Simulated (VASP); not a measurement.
Here is a VASP 6.6.1 calculation.

File INCAR:

```
PREC = Accurate ; ENCUT = 520
EDIFF = 1E-6 ; ISMEAR = 0
SIGMA = 0.05 ; LREAL = F
LASPH = T ; NELM = 150
ALGO = Normal ; ISIF = 2
LWAVE = F ; LCHARG = T
ISPIN = 2 ; MAGMOM = 3 3 0 0 0 0
LORBIT = 11 ; LMAXMIX = 4
LDAU = T ; LDAUTYPE = 2
LDAUL = 2 -1 ; LDAUU = 3.5 0
LDAUJ = 0 0 ; LDAUPRINT = 1
GGA = PS ; LELF = T
LVHAR = T
```

The input KPOINTS:

```
Automatic mesh
0
Gamma
  5 5 8
```

File POSCAR:

```
CrO2
1.0
    4.4210008300      0.0000000000      0.0000000000
    0.0000000000      4.4210008300      0.0000000000
    0.0000000000      0.0000000000      2.9170005500
Cr O
2 4
Direct
    0.0000000000      0.0000000000      0.0000000000
    0.5000000000      0.5000000000      0.5000000000
    0.3010000000      0.3010000000      0.0000000000
    0.1990000000      0.8010000000      0.5000000000
    0.6990000000      0.6990000000      0.0000000000
    0.8010000000      0.1990000000      0.5000000000
```

Potentials or basis: VASP PAW PBE potentials, release 64 (Cr_pv, O).

Launch:

```bash
$ cat potpaw_PBE.64/Cr_pv/POTCAR potpaw_PBE.64/O/POTCAR > POTCAR
$ mpirun -np 1 vasp_std > vasp.out
```

Question: What does it give for the site moments?

Answer: Cr +2.36; O -0.18 μB.

Question: What does it give for the largest force?

Answer: 0.028 eV/Å.

Question: What does it give for the band gap on the k mesh?

Answer: None (metal or under the smearing width).

Stress tensor (GPa, compression positive):
```
0.97 0.00 0.00
0.00 0.97 0.00
0.00 0.00 3.53
```

Caveat: the PAW data sets were made with another functional, which shifts forces and pressure a little; only a ferromagnetic start was run, and an antiferromagnetic order may lie lower in energy. The state reached can hang on the start; a lower one may exist.
